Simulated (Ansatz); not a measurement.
Crystal: Co.

```
Co
1.0
     2.47200    0.00000    0.00000
    -1.23600    2.14081    0.00000
     0.00000    0.00000    4.02114
Co
2
Direct
  0.66667 0.33333 0.75000
  0.33333 0.66667 0.25000
```

Base run:

| Item | Value |
| --- | --- |
| Program | Ansatz 0.2.0 |
| Functional | PBE |
| Potentials or basis | Ansatz PAW |
| Cutoff | 420 eV (not typed: the program's choice for these potentials) |
| k mesh | 12 × 12 × 7 |
| Occupations | fermi-dirac, width 0.05 eV |
| Spin | no spin polarisation |

Its results: band gap on the k mesh none (metal or under the smearing width); pressure -7.0 GPa.

Task: The run is repeated on the same cell with these changes: spin from no spin polarisation to collinear spin, ferrimagnetic start. What comes out?

Result: Band gap on the k mesh none (metal or under the smearing width); pressure 4.7 GPa; net moment 3.21 μB per cell; site moments Co +1.68 μB.

Caveats: the starting moments weren't kept (some runs).
